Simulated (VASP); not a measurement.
# CaF2 (Fm-3m) in VASP: notebook

One crystal, CaF2, is run at these levels: PBEsol, r2SCAN; tasks: single point.

Everything below comes from runs of VASP 6.6.1. Logs are shortened: lines on timing, memory, paths and dates and some standing lists are left out, and cuts for length are marked.

## (1) The crystal as given

The structure is cubic, space group Fm-3m (No. 225). Conventional cell: a = 5.424 Å, b = 5.424 Å, c = 5.424 Å, α = 90.00°, β = 90.00°, γ = 90.00°. Ca (site symmetry m-3m) is surrounded by 8 F at 2.35 Å. F (site symmetry -43m) is surrounded by 4 Ca at 2.35 Å.

## (2) Single point, PBEsol

INCAR

```
PREC     = Accurate       # precision mode
ENCUT    = 700            # plane-wave cutoff, eV
EDIFF    = 1E-6           # SCF threshold, eV
ISMEAR   = 0              # smearing method
SIGMA    = 0.02           # smearing width, eV
LREAL    = F              # projectors in reciprocal space
LASPH    = T              # aspherical terms in the spheres
NELM     = 60             # most SCF steps
ALGO     = Normal         # electronic algorithm
ISIF     = 2              # what is computed and relaxed
LWAVE    = F              # write WAVECAR
LCHARG   = F              # write CHGCAR
GGA      = PS             # functional
```

KPOINTS

```
regular mesh
0
Gamma
  8 8 8
```

POSCAR

```
CaF2
1.0
    0.0000000000      2.7120400000      2.7120400000
    2.7120400000      0.0000000000      2.7120400000
    2.7120400000      2.7120400000      0.0000000000
Ca F
1 2
Direct
    0.0000000000      1.0000000000      0.0000000000
    0.2500000000      0.2500000000      0.2500000000
    0.7500000000      0.7500000000      0.7500000000
```

Potentials or basis: VASP PAW PBE potentials, release 64 (Ca_sv, F).

Run with:

```
> cat potpaw_PBE.64/Ca_sv/POTCAR potpaw_PBE.64/F/POTCAR > POTCAR
> mpirun -np 1 vasp_std > vasp.out
```

OUTCAR:

```text
PREC = Accurate
   ENCUT = 700
   EDIFF = 1E-6
   ISMEAR = 0
   LREAL = F
   LASPH = T
   NELM = 60
   ISIF = 2
   GGA = PS

 ion  position               nearest neighbor table
   1  0.000  0.000  0.000-   3 2.35   3 2.35   3 2.35   2 2.35   3 2.35   2 2.35   2 2.35   2 2.35

   2  0.250  0.250  0.250-   1 2.35   1 2.35   1 2.35   1 2.35
   3  0.750  0.750  0.750-   1 2.35   1 2.35   1 2.35   1 2.35

  LATTYP: Found a face centered cubic cell.
 ALAT       =     5.4240800000

  Lattice vectors:

 A1 = (   0.0000000000,   2.7120400000,   2.7120400000)
 A2 = (   2.7120400000,   0.0000000000,   2.7120400000)
 A3 = (   2.7120400000,   2.7120400000,   0.0000000000)

Analysis of symmetry for initial positions (statically):
=====================================================================
 Subroutine PRICEL returns:
 Original cell was already a primitive cell.

 Routine SETGRP: Setting up the symmetry group for a
 face centered cubic supercell.

 Subroutine GETGRP returns: Found 48 space group operations
 (whereof 48 operations were pure point group operations)
 out of a pool of 48 trial point group operations.

The static configuration has the point symmetry O_h .

Analysis of symmetry for dynamics (positions and initial velocities):
=====================================================================
 Subroutine PRICEL returns:
 Original cell was already a primitive cell.

 Routine SETGRP: Setting up the symmetry group for a
 face centered cubic supercell.

 Subroutine GETGRP returns: Found 48 space group operations
 (whereof 48 operations were pure point group operations)
 out of a pool of 48 trial point group operations.

The dynamic configuration has the point symmetry O_h .

 Subroutine INISYM returns: Found 48 space group operations
 (whereof 48 operations are pure point group operations),
 and found     1 'primitive' translations

----------------------------------------------------------------------------------------

                                     Primitive cell

  volume of cell :      39.8950

  direct lattice vectors                    reciprocal lattice vectors
     0.000000000  2.712040000  2.712040000    -0.184363062  0.184363062  0.184363062
     2.712040000  0.000000000  2.712040000     0.184363062 -0.184363062  0.184363062
     2.712040000  2.712040000  0.000000000     0.184363062  0.184363062 -0.184363062

  length of vectors
     3.835403750  3.835403750  3.835403750     0.319326191  0.319326191  0.319326191

  position of ions in fractional coordinates (direct lattice)
     0.000000000  0.000000000  0.000000000
     0.250000000  0.250000000  0.250000000
     0.750000000  0.750000000  0.750000000

  ion indices of the primitive-cell ions
   primitive index   ion index
                 1           1
                 2           2
                 3           3

----------------------------------------------------------------------------------------

 KPOINTS: regular mesh

Automatic generation of k-mesh.
 Grid dimensions read from file:
 generate k-points for:    8    8    8

 Generating k-lattice:

  Cartesian coordinates                     Fractional coordinates (reciprocal lattice)
    -0.023045383  0.023045383  0.023045383     0.125000000  0.000000000  0.000000000
     0.023045383 -0.023045383  0.023045383     0.000000000  0.125000000  0.000000000
     0.023045383  0.023045383 -0.023045383     0.000000000  0.000000000  0.125000000

  Length of vectors
     0.039915774  0.039915774  0.039915774

  Shift w.r.t. Gamma in fractional coordinates (k-lattice)
     0.000000000  0.000000000  0.000000000

 Subroutine IBZKPT returns following result:
 ===========================================

 Found     29 irreducible k-points:

 Following reciprocal coordinates:
            Coordinates               Weight
  0.000000  0.000000  0.000000      1.000000
  0.125000  0.000000  0.000000      8.000000
  0.250000  0.000000  0.000000      8.000000
  0.375000  0.000000  0.000000      8.000000
  0.500000  0.000000  0.000000      4.000000
  0.125000  0.125000  0.000000      6.000000
[... 16 lines left out ...]
  0.500000  0.250000  0.125000     48.000000
 -0.375000  0.250000  0.125000     24.000000
 [... further k-points ...]
   k-points           NKPTS =     29   k-points in BZ     NKDIM =     29   number of bands    NBANDS=     16
   number of dos      NEDOS =    301   number of ions     NIONS =      3
   total plane-waves  NPLWV =  46656
   dimension x,y,z NGX =    36 NGY =   36 NGZ =   36
   dimension x,y,z NGXF=    72 NGYF=   72 NGZF=   72
   ions per type =               1   2
   NGX,Y,Z   is equivalent  to a cutoff of  15.60, 15.60, 15.60 a.u.
   NGXF,Y,Z  is equivalent  to a cutoff of  31.21, 31.21, 31.21 a.u.
 SYSTEM =  unknown system
   PREC   = accura    normal or accurate (medium, high low for compatibility)
   ISTART =      0    job   : 0-new  1-cont  2-samecut
   ICHARG =      2    charge: 1-file 2-atom 10-const
   ISPIN  =      1    spin polarized calculation?
   LNONCOLLINEAR =      F non collinear calculations
   LSORBIT =      F    spin-orbit coupling
   LASPH  =      T    aspherical Exc in radial PAW
   ENCUT  =  700.0 eV  51.45 Ry    7.17 a.u.   8.27  8.27  8.27*2*pi/ulx,y,z
   NELM   =     60;   NELMIN=  2; NELMDL= -5     # of ELM steps
   EDIFF  = 0.1E-05   stopping-criterion for ELM
   LREAL  =      F    real-space projection
   EDIFFG = 0.1E-04   stopping-criterion for IOM
   NSW    =      0    number of steps for IOM
   IBRION =     -1    ionic relax: 0-MD 1-quasi-New 2-CG
   NFREE  =      0    steps in history (QN), initial steepest desc. (CG)
   ISIF   =      2    stress and relaxation
   ISYM   =      2    0-nonsym 1-usesym 2-fastsym
   POTIM  = 0.5000    time-step for ionic-motion
   TEBEG  =    0.0;   TEEND  =   0.0 temperature during run
   PSTRESS=    0.0 pullay stress
   NELECT =      24.0000    total number of electrons
   NUPDOWN=      -1.0000    fix difference up-down
   EMIN   =  10.00;   EMAX   =-10.00  energy-range for DOS
   EFERMI =   0.00;   METHOD = LEGACY
   ISMEAR =     0;   SIGMA  =   0.02  broadening in eV -4-tet -1-fermi 0-gaus
   EFERMI_NEDOS =   21; number of points for ismear=-14 and -15
   IALGO  =     38    algorithm
   IMIX   =      4    mixing-type and parameters
     AMIX     =   0.40;   BMIX     =  1.00
     AMIX_MAG =   1.60;   BMIX_MAG =  1.00
  volume/ion in A,a.u.               =      13.30        89.74
  Fermi-wavevector in a.u.,A,eV,Ry     =   1.381993  2.611588 25.985828  1.909904
  Thomas-Fermi vector in A             =   2.506726
   LORBIT       =      0    0 simple, 1 ext, 2 COOP (PROOUT), +10 PAW based schemes
   GGA     = PS    functional components
   LHFCALC =     F    Hartree Fock is set to
   AEXX    =    0.0000 exact exchange contribution
   IVDW    =     0    specifies the selected vdW correction
   LEPSILON=     F    determine dielectric tensor
   LRPA    =     F    only Hartree local field effects (RPA)
 non-spin polarized calculation
 Gauss-broadening in eV      SIGMA  =   0.02
  energy-cutoff  :      700.00
  volume of cell :       39.89
 maximum number of plane-waves:      1700
 NGX is ok and might be reduce to    36
   NGX = 17   NGY = 17   NGZ = 17

 number of electron      24.0000000 magnetization

 Free energy of the ion-electron system (eV)
  ---------------------------------------------------
  ext. energy  EPLUGINS =         0.00000000
  ---------------------------------------------------
  free energy    TOTEN  =       -17.90843923 eV

  energy without entropy =      -17.90843923  energy(sigma->0) =      -17.90843923

 E-fermi :  -0.8295     XC(G=0): -10.0051

 val. band max:       -0.9766719888   @ k =   0.5000   0.5000   0.0000
 cond. band min:       6.2404891979   @ k =   0.0000   0.0000   0.0000
 fundamental gap:      7.2171611867
 Fermi energy:        -0.8294943300

 k-point     1 :       0.0000    0.0000    0.0000
  band No.  band energies     occupation
      1     -36.6850      2.00000
      2     -20.8489      2.00000
      3     -20.0263      2.00000
      4     -17.7096      2.00000
      5     -17.7096      2.00000
      6     -17.7096      2.00000
[... 8 lines left out ...]
     15       8.2268      0.00000
     16      10.4158      0.00000

 k-point     2 :       0.1250    0.0000    0.0000
  band No.  band energies     occupation
      1     -36.6793      2.00000
      2     -20.8914      2.00000
      3     -20.0690      2.00000
      4     -17.7166      2.00000
      5     -17.7166      2.00000
      6     -17.6370      2.00000
[... 8 lines left out ...]
     15       8.2629      0.00000
     16      10.2580      0.00000

 k-point     3 :       0.2500    0.0000    0.0000
  band No.  band energies     occupation
      1     -36.6654      2.00000
      2     -20.9637      2.00000
      3     -20.2064      2.00000
      4     -17.7335      2.00000
      5     -17.7335      2.00000
      6     -17.4534      2.00000
[... 8 lines left out ...]
     15       8.3481      0.00000
     16      10.0007      0.00000

 k-point     4 :       0.3750    0.0000    0.0000
  band No.  band energies     occupation
      1     -36.6515      2.00000
      2     -20.9914      2.00000
      3     -20.3895      2.00000
      4     -17.7503      2.00000
      5     -17.7503      2.00000
      6     -17.2628      2.00000
[... 8 lines left out ...]
     15       8.4301      0.00000
     16       9.8672      0.00000
[... 324 lines left out ...]
 k-point    22 :       0.3750    0.2500    0.1250
  band No.  band energies     occupation
      1     -36.6550      2.00000
      2     -21.0142      2.00000
      3     -20.3048      2.00000
      4     -17.7585      2.00000
      5     -17.6909      2.00000
      6     -17.3631      2.00000
[... 8 lines left out ...]
     15       8.7442      0.00000
     16       9.5969      0.00000

 k-point    23 :       0.5000    0.2500    0.1250
  band No.  band energies     occupation
      1     -36.6438      2.00000
      2     -20.9819      2.00000
      3     -20.5214      2.00000
      4     -17.7775      2.00000
      5     -17.5940      2.00000
      6     -17.2962      2.00000
[... 8 lines left out ...]
     15       9.0406      0.00000
     16       9.4187      0.00000

 k-point    24 :      -0.3750    0.2500    0.1250
  band No.  band energies     occupation
      1     -36.6392      2.00000
      2     -20.9121      2.00000
      3     -20.6699      2.00000
      4     -17.7860      2.00000
      5     -17.5443      2.00000
      6     -17.2741      2.00000
[... 8 lines left out ...]
     15       8.9694      0.00000
     16       9.4311      0.00000

 [... further k-points ...]

------------------------ aborting loop because EDIFF is reached ----------------------------------------

  FORCE on cell =-STRESS in cart. coord.  units (eV):
  Direction    XX          YY          ZZ          XY          YZ          ZX
  --------------------------------------------------------------------------------------
  -------------------------------------------------------------------------------------
  Total        0.0094442      0.0094442      0.0094442      0.0000000      0.0000000      0.0000000
  in kB        0.3792766      0.3792766      0.3792766      0.0000000      0.0000000      0.0000000
  external PRESSURE =       0.3792766 kB  Pullay stress =       0.0000000 kB

 VOLUME and BASIS-vectors are now :
 -----------------------------------------------------------------------------
  energy-cutoff  :      700.00
  volume of cell :       39.89
      direct lattice vectors                 reciprocal lattice vectors
     0.000000000  2.712040000  2.712040000    -0.184363062  0.184363062  0.184363062
     2.712040000  0.000000000  2.712040000     0.184363062 -0.184363062  0.184363062
     2.712040000  2.712040000  0.000000000     0.184363062  0.184363062 -0.184363062

 POSITION                                       TOTAL-FORCE (eV/Angst)
 -----------------------------------------------------------------------------------
      0.00000      0.00000      0.00000        -0.000000     -0.000000      0.000000
      1.35602      1.35602      1.35602         0.000000     -0.000000     -0.000000
      4.06806      4.06806      4.06806        -0.000000      0.000000      0.000000
 -----------------------------------------------------------------------------------
    total drift:                                0.000000      0.000000      0.000000

  FREE ENERGIE OF THE ION-ELECTRON SYSTEM (eV)
  ---------------------------------------------------
  free  energy   TOTEN  =       -17.9084392260 eV

  energy  without entropy=      -17.9084392260  energy(sigma->0) =      -17.90843923
```

Wall time 46 s (1 thread of AMD EPYC 7R13 (Zen 3), shared host); peak memory 0.18 GiB.

What came out:

* Free energy: -17.9084 eV
* Pressure: 0.0 GPa
* Band gap on the k mesh: 7.22 eV, indirect (least direct gap 7.48 eV)

Levels at points of the mesh, in eV from the valence-band top:
```
           k point  band 10  band 11  band 12  band 13  band 14  band 15
(0.00, 0.00, 0.00)    -0.26    -0.26    -0.26     7.22     9.20     9.20
(0.50, 0.00, 0.00)    -1.28    -0.86    -0.86     9.44     9.44     9.84
(0.50, 0.50, 0.00)    -0.38    -0.38     0.00     8.08     9.59    10.19
```

Caveat: the PAW data sets were made with another functional, which shifts forces and pressure a little.

## (3) Single point, PBEsol

INCAR, as its differences from that of step 2:

```diff
@@ -1,3 +1,3 @@
 PREC     = Accurate       # precision mode
-ENCUT    = 700            # plane-wave cutoff, eV
+ENCUT    = 520            # plane-wave cutoff, eV
 EDIFF    = 1E-6           # SCF threshold, eV
```

KPOINTS

```
regular mesh
0
Gamma
  12 12 12
```

POSCAR is that of step 2.

Potentials or basis: VASP PAW PBE potentials, release 64 (Ca_sv, F).

Run with:

```
> cat potpaw_PBE.64/Ca_sv/POTCAR potpaw_PBE.64/F/POTCAR > POTCAR
> mpirun -np 1 vasp_std > vasp.out
```

Wall time 53 s (1 thread of AMD EPYC 7R13 (Zen 3), shared host); peak memory 0.17 GiB.

It converged, with:

- Free energy: -17.9002 eV
- Pressure: 0.1 GPa
- Band gap on the k mesh: 7.21 eV, indirect (least direct gap 7.47 eV)

Levels at points of the mesh, in eV from the valence-band top:
| k point | band 8 | band 9 | band 10 | band 11 | band 12 | band 13 | band 14 | band 15 | band 16 |
| --- | --- | --- | --- | --- | --- | --- | --- | --- | --- |
| (0.00, 0.00, 0.00) | -2.21 | -2.21 | -0.26 | -0.26 | -0.26 | 7.21 | 9.20 | 9.20 | 11.39 |
| (0.50, 0.00, 0.00) | -1.59 | -1.34 | -1.28 | -0.86 | -0.86 | 9.43 | 9.43 | 9.84 | 10.64 |
| (0.50, 0.50, 0.00) | -1.70 | -1.70 | -0.38 | -0.38 | 0.00 | 8.07 | 9.59 | 10.18 | 11.00 |

Caveat: the PAW data sets were made with another functional, which shifts forces and pressure a little.

## (4) Single point, PBEsol

INCAR, as its differences from that of step 3:

```diff
@@ -4,3 +4,3 @@
 ISMEAR   = 0              # smearing method
-SIGMA    = 0.02           # smearing width, eV
+SIGMA    = 0.5            # smearing width, eV
 LREAL    = F              # projectors in reciprocal space
```

KPOINTS

```
regular mesh
0
Gamma
  8 8 8
```

POSCAR is that of step 3.

Run with:

```
> cat potpaw_PBE.64/Ca_sv/POTCAR potpaw_PBE.64/F/POTCAR > POTCAR
> mpirun -np 1 vasp_std > vasp.out
```

Wall time 17 s (1 thread of AMD EPYC 7R13 (Zen 3), shared host); peak memory 0.14 GiB.

It converged, with:

```yaml
Free_energy: -17.9001 eV
Pressure: 0.1 GPa
Band_gap_on_the_k_mesh: 7.21 eV, indirect (least direct gap 7.47 eV)
```

Levels at points of the mesh, in eV from the valence-band top:
| k point | band 10 | band 11 | band 12 | band 13 | band 14 | band 15 |
| --- | --- | --- | --- | --- | --- | --- |
| (0.00, 0.00, 0.00) | -0.26 | -0.26 | -0.26 | 7.21 | 9.20 | 9.20 |
| (0.50, 0.00, 0.00) | -1.28 | -0.86 | -0.86 | 9.43 | 9.43 | 9.84 |
| (0.50, 0.50, 0.00) | -0.38 | -0.38 | 0.00 | 8.07 | 9.59 | 10.18 |

Caveat: the PAW data sets were made with another functional, which shifts forces and pressure a little. A k mesh can miss the band edges.

(Part 1 of 2 ends here.)
